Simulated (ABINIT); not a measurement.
Write the native input for ABINIT 10.8.3 (patched build) that does the following.

| Property | Result |
| --- | --- |
| Task | single point |
| Functional | HSE06 |
| Potentials or basis | SG15 NC PBE v1.2 |
| Cutoff | 707 eV |
| k mesh | 3 × 3 × 3 |
| Occupations | fermi-dirac, width 0.05 eV |
| Spin | no spin polarisation |
| Share of exact exchange | 0.25 |
| Most SCF steps | 60 |

CdTe:

```xyz
2
Lattice="0.0000 3.2050 3.2050 3.2050 0.0000 3.2050 3.2050 3.2050 0.0000" Properties=species:S:1:pos:R:3 pbc="T T T"
Te    4.8075    4.8075    4.8075
Cd    0.0000    0.0000    0.0000
```

One way to write it, as run:

run.abi

```
# Pseudopotentials
pp_dirpath "./"
pseudos "Te_ONCV_PBE-1.2.upf, Cd_ONCV_PBE-1.2.upf"

# Structure
acell 3*1.0 Angstrom
rprim
     0.0000000000     3.2050000000     3.2050000000
     3.2050000000     0.0000000000     3.2050000000
     3.2050000000     3.2050000000     0.0000000000
ntypat 2
znucl 52 48
natom 2
typat 1 2
xred
     0.7500000000     0.7500000000     0.7500000000
     0.0000000000     0.0000000000     0.0000000000

# Plane-wave basis
ecut 26.0

# k points
kptopt 1
ngkpt 3 3 3
nshiftk 1
shiftk 0.0 0.0 0.0

# Exchange and correlation
ixc -428
hyb_mixing_sr 0.25

# Bands and occupations
nband 22
occopt 3
tsmear 0.00183747

# SCF cycle
nstep 60
toldfe 1.0e-7

# Output
iomode 3
prtwf 0
prtden 0
prteig 0
prtebands 0
```

Potentials or basis: SG15 NC PBE v1.2.

Launch:

```bash
$ mpirun --bind-to none -np 4 abinit run.abi > log 2>&1
```

It gave:

| Quantity | Value |
| --- | --- |
| Pressure | 3.0 GPa |
| Band gap on the k mesh | 1.69 eV, direct |
| Valence electrons inside the program's atomic spheres | Te 12.05; Cd 17.09 |

Caveat: the k mesh is coarse (spacing up to 0.57 Å⁻¹), so the values aren't converged, least of all with exact exchange; exact exchange is summed on a coarse mesh, which widens gaps by tenths of an eV; Libxc's HSE differs a little from that of other programs; the potentials were made for another functional, which shifts forces and pressure; spin-orbit coupling is left out, which moves the levels of the heavy elements.

Wall time 5.7 min on 4 MPI ranks on Arm Neoverse V2, on a shared host, peak memory 0.4 GiB a rank.
